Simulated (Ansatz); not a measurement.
# GaN: elastic constants with LDA

**Measured values to compare with.**

A printed reference work, textbook reports, for a bulk crystal of GaN at 0 K: band gap 3.299 eV (direct).

Crystal: GaN.

```
Ga N
1.0
     0.00000    2.25350    2.25350
     2.25350    0.00000    2.25350
     2.25350    2.25350    0.00000
Ga N
1 1
Cartesian
  0.0000 0.0000 0.0000
  1.1268 1.1268 1.1268
```

The cell is a database's computed one.

```json
{
  "Program": "Ansatz 0.2.0",
  "Task": "elastic constants",
  "Functional": "LDA",
  "Potentials or basis": "all-electron LAPW, scalar-relativistic",
  "Cutoff": "450 eV (chosen from the basis error)",
  "Basis error allowed": "0.001 eV/atom",
  "k mesh": "7 × 7 × 7",
  "Occupations": "fermi-dirac, width 0.05 eV",
  "Spin": "no spin polarisation"
}
```

```
Pressure                        : -6.3 GPa
Band gap on the k mesh          : 1.74 eV, direct
Elastic constants C11, C12, C44 : 263, 130, 155 GPa
Voigt bulk modulus              : 174 GPa
```

Levels at points of the mesh, in eV from the valence-band top:
```
           k point  band 12  band 13  band 14  band 15  band 16  band 17
(0.00, 0.00, 0.00)     0.00     0.00     0.00     1.74    10.11    10.11
```

Elastic tensor in Voigt notation (GPa, in the Cartesian axes of the cell as first typed):
```
263 130 130   0   0   0
130 263 130   0   0   0
130 130 263   0   0   0
  0   0   0 155   0   0
  0   0   0   0 155   0
  0   0   0   0   0 155
```

Wall time 2.1 min on 1 thread of Arm Neoverse V1 (shared host), peak memory 0.35 GiB.

Measured gap of GaN: 3.299 eV (direct; 0 K; a printed reference work, textbook). This calculation gives 1.74 eV (-1.56 eV). Spin-orbit coupling on Ga is left out. The value is that of LDA, without temperature or zero-point motion. Semilocal functionals fall short of measured gaps as a rule. The cell is a database's relaxed one, not the measured one, which moves gaps too.

Caveat: the cell is more than 3 GPa from zero pressure, which shifts response properties.
